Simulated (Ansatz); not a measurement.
Base system: Li2O in the anti-fluorite structure (space group Fm-3m, No. 225; a = 4.5727 Å). Axes: x, y, z lie along the cube axes.

All numbers come from DFT with r2SCAN, PAW potentials and a 500 eV plane-wave cutoff in Ansatz (an electronic-structure program), spin-orbit coupling left out.

A first run, uniaxial strain ε_xx = +0.46 %, gives secant values C11 ≈ 220 GPa and C12 ≈ 21 GPa from its stress. A second run applies biaxial strain −1.02 %, plane normal [001], relaxed out of plane.

Question: What does linear elasticity predict for −ε⊥/ε∥ in the second run, and what does the run give?

Answer: Linear elasticity: 2 C12/C11 = 0.19. The run gives 0.21; any difference comes from nonlinear terms at these strains and numerical noise.

No phonon test of stability was made.
